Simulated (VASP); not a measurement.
# AlN: accuracy against cost in the smearing and plane-wave cutoff, part 3 of 3

A convergence test on AlN: the smearing and plane-wave cutoff. The atoms are off their equilibrium sites, so that forces can be compared too. The series runs use r2SCAN. The atoms of the start are displaced at random from the sites of a F-43m cell.

VASP 6.6.1; r2SCAN; plane waves and PAW (Al, N).

So far. Step 12 (Smearing: ISMEAR = -5): Against the first of the series the energy at zero width stays within 0.01 meV an atom and the pressure within 0.01 GPa, after 12 cycles in 3.4 min. Step 14 (Plane-wave cutoff: ENCUT = 240): The series starts at -9.5686 eV an atom and -44.85 GPa, after 14 cycles in 56 s.

### 15. Plane-wave cutoff: ENCUT = 300

Input file INCAR:

```
SYSTEM = AlN
PREC = Accurate
ENCUT = 300
EDIFF = 1E-06
NELM = 100
ISMEAR = -1
SIGMA = 0.05
LREAL = .FALSE.
ALGO = Normal
METAGGA = R2SCAN
LASPH = .TRUE.
NBANDS = 10
LORBIT = 11
LWAVE = .FALSE.
LCHARG = .FALSE.
KPAR = 2
ISIF = 2
```

Input file POSCAR:

```
AlN
1.0
    0.0000000000      2.1839935596      2.1839935596
    2.1839935596      0.0000000000      2.1839935596
    2.1839935596      2.1839935596      0.0000000000
Al N
1 1
Direct
    0.0003530000     -0.0059770000      0.0112680000
    0.7477940000      0.7561980000      0.7419040000
```

Input file KPOINTS:

```
Automatic mesh
0
Gamma
9 9 9
0 0 0
```

PAW data sets: Al and N (PBE family, release 64).

On the command line:

```bash
$ mpirun -np 2 vasp_std
```

Log:

```text
[... set-up lines as in an earlier step ...]
 entering main loop
       N       E                     dE             d eps       ncg     rms          rms(c)
DAV:   1    -0.930978111621E+01   -0.93098E+01   -0.30856E+03  8952   0.423E+02
DAV:   2    -0.229078532823E+02   -0.13598E+02   -0.13168E+02  8504   0.930E+01
DAV:   3    -0.231653374185E+02   -0.25748E+00   -0.25731E+00  8444   0.114E+01
DAV:   4    -0.231663455746E+02   -0.10082E-02   -0.10081E-02  8122   0.834E-01
[...]
DAV:  12    -0.190816707781E+02    0.37180E-05   -0.11550E-06  5710   0.885E-03    0.346E-03
DAV:  13    -0.190816720685E+02   -0.12904E-05   -0.55830E-07  3868   0.455E-03    0.248E-03
DAV:  14    -0.190816711236E+02    0.94488E-06   -0.17498E-08  3808   0.117E-03
   1 F= -.19081671E+02 E0= -.19081671E+02  d E =-.612909E-10
```

Wall time 86 s (2 MPI ranks of AMD EPYC 7R43, shared host); peak memory 0.21 GiB; 2.8 min of CPU time.

From OUTCAR (step 15):

```text
  Total       -2.6371236     -2.6911928     -2.6423982      0.2273025     -0.1884141     -0.4592754
  in kB     -202.7948945   -206.9528120   -203.2005080     17.4795717    -14.4890524    -35.3182969
  external PRESSURE =    -204.3160715 kB  Pullay stress =       0.0000000 kB

 POSITION                                       TOTAL-FORCE (eV/Angst)
 -----------------------------------------------------------------------------------
      2.19555      0.02538      2.17171        -0.304963     -0.744688      0.368775
      3.27185      3.25349      3.28471         0.304963      0.744688     -0.368775
 -----------------------------------------------------------------------------------
    total drift:                               -0.007798     -0.015969      0.006913

  FREE ENERGIE OF THE ION-ELECTRON SYSTEM (eV)
  ---------------------------------------------------
  free  energy   TOTEN  =       -19.0816711236 eV

  energy  without entropy=      -19.0816711235  energy(sigma->0) =      -19.08167112

[... 1 part as in an earlier step ...]

[... 2 further parts left out ...]
[key lines of the parts left out:]
E-fermi :   6.7987
```

Against the run before the energy moves by +27.73 meV an atom and the pressure by +24.42 GPa, after 14 cycles in 86 s.

### 16. Plane-wave cutoff: ENCUT = 360

Edit INCAR of step 15 so:

```diff
@@ -2,3 +2,3 @@
 PREC = Accurate
-ENCUT = 300
+ENCUT = 360
 EDIFF = 1E-06
```

POSCAR is that of step 15.

KPOINTS is that of step 15.

On the command line:

```bash
$ mpirun -np 2 vasp_std
```

Log:

```text
[... set-up lines as in an earlier step ...]
 entering main loop
       N       E                     dE             d eps       ncg     rms          rms(c)
DAV:   1    -0.577282184588E+01   -0.57728E+01   -0.33613E+03  8584   0.493E+02
DAV:   2    -0.229608314984E+02   -0.17188E+02   -0.16757E+02  8620   0.107E+02
DAV:   3    -0.233529698977E+02   -0.39214E+00   -0.39183E+00  8498   0.148E+01
DAV:   4    -0.233548051754E+02   -0.18353E-02   -0.18352E-02  8142   0.117E+00
[...]
DAV:  10    -0.191001604150E+02   -0.12596E-03   -0.51647E-04  7932   0.150E-01    0.277E-02
DAV:  11    -0.191001457236E+02    0.14691E-04   -0.70402E-05  8190   0.470E-02    0.680E-03
DAV:  12    -0.191001459858E+02   -0.26215E-06   -0.16087E-06  5630   0.104E-02
   1 F= -.19100146E+02 E0= -.19100146E+02  d E =-.771435E-10
```

Wall time 98 s (2 MPI ranks); peak memory 0.23 GiB; 3.2 min of CPU time.

From OUTCAR (step 16):

```text
  Total       -1.0752291     -1.1291995     -1.0804204      0.2180804     -0.1806231     -0.4410800
  in kB      -82.6851517    -86.8354764    -83.0843607     16.7703900    -13.8899195    -33.9190689
  external PRESSURE =     -84.2016629 kB  Pullay stress =       0.0000000 kB

 POSITION                                       TOTAL-FORCE (eV/Angst)
 -----------------------------------------------------------------------------------
      2.19555      0.02538      2.17171        -0.303793     -0.748926      0.368811
      3.27185      3.25349      3.28471         0.303793      0.748926     -0.368811
 -----------------------------------------------------------------------------------
    total drift:                                0.000064     -0.005298     -0.001122

  FREE ENERGIE OF THE ION-ELECTRON SYSTEM (eV)
  ---------------------------------------------------
  free  energy   TOTEN  =       -19.1001459858 eV

  energy  without entropy=      -19.1001459857  energy(sigma->0) =      -19.10014599

[... 1 part as in an earlier step ...]

[... 2 further parts left out ...]
[key lines of the parts left out:]
E-fermi :   6.7778
```

Against the run before the energy moves by -9.24 meV an atom and the pressure by +12.01 GPa, after 12 cycles in 98 s.

### 17. Plane-wave cutoff: ENCUT = 400

Edit INCAR of step 16 so:

```diff
@@ -2,3 +2,3 @@
 PREC = Accurate
-ENCUT = 360
+ENCUT = 400
 EDIFF = 1E-06
```

POSCAR is that of step 16.

KPOINTS is that of step 16.

On the command line:

```bash
$ mpirun -np 2 vasp_std
```

Log:

```text
[... set-up lines as in an earlier step ...]
 entering main loop
       N       E                     dE             d eps       ncg     rms          rms(c)
DAV:   1    -0.119918030299E+01   -0.11992E+01   -0.35549E+03  7950   0.543E+02
DAV:   2    -0.228523825275E+02   -0.21653E+02   -0.20896E+02  8686   0.121E+02
DAV:   3    -0.234339651957E+02   -0.58158E+00   -0.58108E+00  8488   0.189E+01
DAV:   4    -0.234369075015E+02   -0.29423E-02   -0.29422E-02  8168   0.153E+00
[...]
DAV:  10    -0.191327262018E+02   -0.13533E-03   -0.48421E-04  7854   0.152E-01    0.288E-02
DAV:  11    -0.191327129444E+02    0.13257E-04   -0.57444E-05  8194   0.440E-02    0.986E-03
DAV:  12    -0.191327130859E+02   -0.14144E-06   -0.15157E-06  6840   0.118E-02
   1 F= -.19132713E+02 E0= -.19132713E+02  d E =-.296548E-10
```

Elapsed: 96 s, on 2 MPI ranks; peak memory 0.24 GiB; 3.2 min of CPU time.

Parts of OUTCAR (step 17):

```text
  Total       -0.4865120     -0.5406190     -0.4917105      0.2177288     -0.1801731     -0.4409923
  in kB      -37.4127867    -41.5736222    -37.8125537     16.7433510    -13.8553162    -33.9123212
  external PRESSURE =     -38.9329875 kB  Pullay stress =       0.0000000 kB

 POSITION                                       TOTAL-FORCE (eV/Angst)
 -----------------------------------------------------------------------------------
      2.19555      0.02538      2.17171        -0.305015     -0.751568      0.370207
      3.27185      3.25349      3.28471         0.305015      0.751568     -0.370207
 -----------------------------------------------------------------------------------
    total drift:                               -0.000289     -0.005572     -0.000865

  FREE ENERGIE OF THE ION-ELECTRON SYSTEM (eV)
  ---------------------------------------------------
  free  energy   TOTEN  =       -19.1327130859 eV

  energy  without entropy=      -19.1327130858  energy(sigma->0) =      -19.13271309

[... 1 part as in an earlier step ...]

[... 2 further parts left out ...]
[key lines of the parts left out:]
E-fermi :   6.8363
```

Against the run before the energy moves by -16.28 meV an atom and the pressure by +4.53 GPa, after 12 cycles in 96 s.

### 18. Plane-wave cutoff: ENCUT = 460

Edit INCAR of step 17 so:

```diff
@@ -2,3 +2,3 @@
 PREC = Accurate
-ENCUT = 400
+ENCUT = 460
 EDIFF = 1E-06
```

POSCAR is that of step 17.

KPOINTS is that of step 17.

On the command line:

```bash
$ mpirun -np 2 vasp_std
```

Log:

```text
[... set-up lines as in an earlier step ...]
 entering main loop
       N       E                     dE             d eps       ncg     rms          rms(c)
DAV:   1     0.194666581293E+01    0.19467E+01   -0.38099E+03  7716   0.616E+02
DAV:   2    -0.227565971021E+02   -0.24703E+02   -0.23864E+02  8682   0.133E+02
DAV:   3    -0.234858929045E+02   -0.72930E+00   -0.72844E+00  8532   0.222E+01
DAV:   4    -0.234898208488E+02   -0.39279E-02   -0.39278E-02  8158   0.181E+00
[...]
DAV:  10    -0.191537141226E+02   -0.13917E-03   -0.41239E-04  7810   0.150E-01    0.271E-02
DAV:  11    -0.191537025436E+02    0.11579E-04   -0.43685E-05  8244   0.404E-02    0.111E-02
DAV:  12    -0.191537023809E+02    0.16274E-06   -0.22053E-06  7398   0.135E-02
   1 F= -.19153702E+02 E0= -.19153702E+02  d E =-.263195E-10
```

It took 2.5 min on 2 MPI ranks; peak memory 0.29 GiB.

Parts of OUTCAR (step 18):

```text
  Total       -0.0569892     -0.1105421     -0.0620641      0.2180261     -0.1803151     -0.4399236
  in kB       -4.3824723     -8.5006938     -4.7727312     16.7662180    -13.8662355    -33.8301403
  external PRESSURE =      -5.8852991 kB  Pullay stress =       0.0000000 kB

 POSITION                                       TOTAL-FORCE (eV/Angst)
 -----------------------------------------------------------------------------------
      2.19555      0.02538      2.17171        -0.302775     -0.744934      0.367923
      3.27185      3.25349      3.28471         0.302775      0.744934     -0.367923
 -----------------------------------------------------------------------------------
    total drift:                                0.006014      0.010820     -0.005550

  FREE ENERGIE OF THE ION-ELECTRON SYSTEM (eV)
  ---------------------------------------------------
  free  energy   TOTEN  =       -19.1537023809 eV

  energy  without entropy=      -19.1537023808  energy(sigma->0) =      -19.15370238

[... 1 part as in an earlier step ...]

[... 2 further parts left out ...]
[key lines of the parts left out:]
E-fermi :   6.8291
```

Against the run before the energy moves by -10.49 meV an atom and the pressure by +3.30 GPa, after 12 cycles in 2.5 min.

### 19. Plane-wave cutoff: ENCUT = 520

Edit INCAR of step 18 so:

```diff
@@ -2,3 +2,3 @@
 PREC = Accurate
-ENCUT = 460
+ENCUT = 520
 EDIFF = 1E-06
```

POSCAR is that of step 18.

KPOINTS is that of step 18.

On the command line:

```bash
$ mpirun -np 2 vasp_std
```

Log:

```text
[... set-up lines as in an earlier step ...]
 entering main loop
       N       E                     dE             d eps       ncg     rms          rms(c)
[... 12 cycles as in an earlier step ...]
   1 F= -.19156227E+02 E0= -.19156227E+02  d E =-.200093E-10
```

The job ended after 2.6 min (2 MPI ranks; peak memory 0.3 GiB).

OUTCAR, selected parts (step 19):

```text
[... 6 parts as in an earlier step ...]

[... 1 further part left out ...]
[key lines of the parts left out:]
E-fermi :   6.8426
```

Against the run before the energy moves by -1.26 meV an atom and the pressure by +0.85 GPa, after 12 cycles in 2.6 min.

### 20. Plane-wave cutoff: ENCUT = 640

Edit INCAR of step 19 so:

```diff
@@ -2,3 +2,3 @@
 PREC = Accurate
-ENCUT = 520
+ENCUT = 640
 EDIFF = 1E-06
```

POSCAR is that of step 19.

KPOINTS is that of step 19.

On the command line:

```bash
$ mpirun -np 2 vasp_std
```

Log:

```text
[... set-up lines as in an earlier step ...]
 entering main loop
       N       E                     dE             d eps       ncg     rms          rms(c)
DAV:   1     0.118685446157E+02    0.11869E+02   -0.45844E+03  7340   0.829E+02
DAV:   2    -0.221987899153E+02   -0.34067E+02   -0.32626E+02  8948   0.176E+02
DAV:   3    -0.234932884520E+02   -0.12945E+01   -0.12924E+01  8704   0.340E+01
DAV:   4    -0.235008382412E+02   -0.75498E-02   -0.75492E-02  8296   0.268E+00
[...]
DAV:  10    -0.191554706021E+02   -0.14313E-03   -0.40272E-04  7804   0.165E-01    0.283E-02
DAV:  11    -0.191554580207E+02    0.12581E-04   -0.44877E-05  8352   0.437E-02    0.120E-02
DAV:  12    -0.191554572108E+02    0.80993E-06   -0.40754E-06  7626   0.178E-02
   1 F= -.19155457E+02 E0= -.19155457E+02  d E =-.140082E-10
```

Elapsed: 4.2 min, on 2 MPI ranks; peak memory 0.39 GiB.

Parts of OUTCAR (step 20):

```text
  Total        0.0588218      0.0063467      0.0537522      0.2179841     -0.1805830     -0.4392630
  in kB        4.5234014      0.4880602      4.1335435     16.7629818    -13.8868354    -33.7793402
  external PRESSURE =       3.0483350 kB  Pullay stress =       0.0000000 kB

 POSITION                                       TOTAL-FORCE (eV/Angst)
 -----------------------------------------------------------------------------------
      2.19555      0.02538      2.17171        -0.304263     -0.746972      0.369370
      3.27185      3.25349      3.28471         0.304263      0.746972     -0.369370
 -----------------------------------------------------------------------------------
    total drift:                               -0.003112     -0.002407      0.003474

  FREE ENERGIE OF THE ION-ELECTRON SYSTEM (eV)
  ---------------------------------------------------
  free  energy   TOTEN  =       -19.1554572108 eV

  energy  without entropy=      -19.1554572108  energy(sigma->0) =      -19.15545721

[... 1 part as in an earlier step ...]

[... 2 further parts left out ...]
[key lines of the parts left out:]
E-fermi :   6.8614
```

Against the run before the energy moves by +0.39 meV an atom and the pressure by +0.05 GPa, after 12 cycles in 4.2 min.

### 21. Plane-wave cutoff: ENCUT = 800

Edit INCAR of step 20 so:

```diff
@@ -2,3 +2,3 @@
 PREC = Accurate
-ENCUT = 640
+ENCUT = 800
 EDIFF = 1E-06
```

POSCAR is that of step 20.

KPOINTS is that of step 20.

On the command line:

```bash
$ mpirun -np 2 vasp_std
```

Log:

```text
[... set-up lines as in an earlier step ...]
 entering main loop
       N       E                     dE             d eps       ncg     rms          rms(c)
DAV:   1     0.186962633879E+02    0.18696E+02   -0.51981E+03  7300   0.100E+03
DAV:   2    -0.217685615168E+02   -0.40465E+02   -0.38572E+02  8832   0.213E+02
DAV:   3    -0.234866932087E+02   -0.17181E+01   -0.17149E+01  9030   0.403E+01
DAV:   4    -0.234974915475E+02   -0.10798E-01   -0.10797E-01  8398   0.348E+00
[...]
DAV:  12    -0.191533294368E+02    0.10728E-05   -0.42771E-06  7668   0.193E-02    0.355E-03
DAV:  13    -0.191533307300E+02   -0.12932E-05   -0.73854E-08  4114   0.325E-03    0.163E-03
DAV:  14    -0.191533306093E+02    0.12068E-06   -0.71308E-08  3964   0.293E-03
   1 F= -.19153331E+02 E0= -.19153331E+02  d E =-.174079E-10
```

Run time: 4.7 min. Hardware: 2 MPI ranks; peak memory 0.47 GiB; 9.3 min of CPU time.

OUTCAR, selected parts (step 21):

```text
  Total        0.0702922      0.0178351      0.0652213      0.2183374     -0.1808803     -0.4399600
  in kB        5.4054698      1.3715215      5.0155195     16.7901531    -13.9097027    -33.8329402
  external PRESSURE =       3.9308369 kB  Pullay stress =       0.0000000 kB

 POSITION                                       TOTAL-FORCE (eV/Angst)
 -----------------------------------------------------------------------------------
      2.19555      0.02538      2.17171        -0.304308     -0.747012      0.369406
      3.27185      3.25349      3.28471         0.304308      0.747012     -0.369406
 -----------------------------------------------------------------------------------
    total drift:                               -0.003406     -0.003136      0.003802

  FREE ENERGIE OF THE ION-ELECTRON SYSTEM (eV)
  ---------------------------------------------------
  free  energy   TOTEN  =       -19.1533306093 eV

  energy  without entropy=      -19.1533306093  energy(sigma->0) =      -19.15333061

[... 1 part as in an earlier step ...]

[... 2 further parts left out ...]
[key lines of the parts left out:]
E-fermi :   6.8498
```

Against the run before the energy moves by +1.06 meV an atom and the pressure by +0.09 GPa, after 14 cycles in 4.7 min.

### 22. The plane-wave cutoff series as a table

This step: convergence of r2SCAN results with the cutoff; plane waves and PAW (VASP 6.6.1).

No new run; the numbers come from the runs before.

Differences are taken from the run with ENCUT = 800. Results of the series, by row:

| setting | status | energy less the reference (meV/atom) | pressure (GPa) | largest force difference (meV/Å) | gap (eV) | SCF cycles | wall time (s) |
| --- | --- | --- | --- | --- | --- | --- | --- |
| ENCUT = 240 | converged | 8.102 | -44.85 | 44.45 | 3.879 | 14 | 56 |
| ENCUT = 300 | converged | 35.83 | -20.43 | 2.324 | 3.991 | 14 | 86 |
| ENCUT = 360 | converged | 26.59 | -8.42 | 1.914 | 4 | 12 | 98 |
| ENCUT = 400 | converged | 10.31 | -3.893 | 4.556 | 3.973 | 12 | 96 |
| ENCUT = 460 | converged | -0.1859 | -0.5885 | 2.078 | 3.99 | 12 | 152 |
| ENCUT = 520 | converged | -1.448 | 0.2579 | 3.07 | 3.992 | 12 | 156 |
| ENCUT = 640 | converged | -1.063 | 0.3048 | 0.045 | 3.992 | 12 | 249.1 |
| ENCUT = 800 | converged | 0 | 0.3931 | 0 | 3.993 | 14 | 281.1 |

### 23. Outcome

```json
{
  "spread of the pressure over the smearing": "0.0936 GPa",
  "spread of the energy over the smearing": "3.58 meV/atom",
  "plane-wave cutoff from which the energy stays within 10 meV/atom of the reference": "ENCUT = 460",
  "plane-wave cutoff from which the energy stays within 1 meV/atom of the reference": "none before the reference itself",
  "plane-wave cutoff from which the pressure stays within 0.2 GPa of the reference": "ENCUT = 520",
  "spread of the pressure over the plane-wave cutoff": "45.2 GPa",
  "spread of the energy over the plane-wave cutoff": "37.3 meV/atom"
}
```

In words: The usual rule keeps the entropy term T·S under 1 meV an atom, which holds up to a width of 0.2 eV for Fermi-Dirac and 0.2 eV for first-order Methfessel-Paxton. Farthest in energy from the narrowest smearing lies ISMEAR = -1, SIGMA = 0.5 (+3.6 meV an atom, +0.05 GPa, 1.0 meV/Å in forces). Methfessel-Paxton smearing is made for metals and can give negative occupations at band edges. No run before the reference (ENCUT = 800) settles within 1 meV an atom of it; the nearest step is off by -1.1 meV an atom, -0.09 GPa. The pressure holds within 0.2 GPa from ENCUT = 520 on. These cutoffs are 0.6 to 2 times the default of the data sets, about 400 eV; at the default the run is off by +10.3 meV an atom, -4.29 GPa, 4.6 meV/Å in forces, and at 1.3 times by -1.4 meV an atom, -0.14 GPa, 3.1 meV/Å in forces. Energy differences between like cells converge faster than these totals. Differences are taken from the run with ENCUT = 800, which is itself not the exact limit. The runs at ENCUT = 240; ENCUT = 300; ENCUT = 360; ENCUT = 400 are over 30 meV an atom or 2 GPa off and describe the material poorly.

[Lines on the potential files, build, host, timing and source positions are cut from VASP's logs without a mark.]

[Logs are printed without paths, hosts, clocks, repeated set-up lines and the standing remarks that a program may print on its own settings, such as how far it seeks lower states.]

[Hosts, paths, dates, database ids (printed as entryN), source tags and the programs' standing remarks are cut or masked in the printed files.]

[A measured line is paired with the nearest computed mode of its activity, which favours agreement.]

[In band tables of VASP the shares of atoms and orbitals are scaled to a sum of 1 inside the atoms' spheres.]
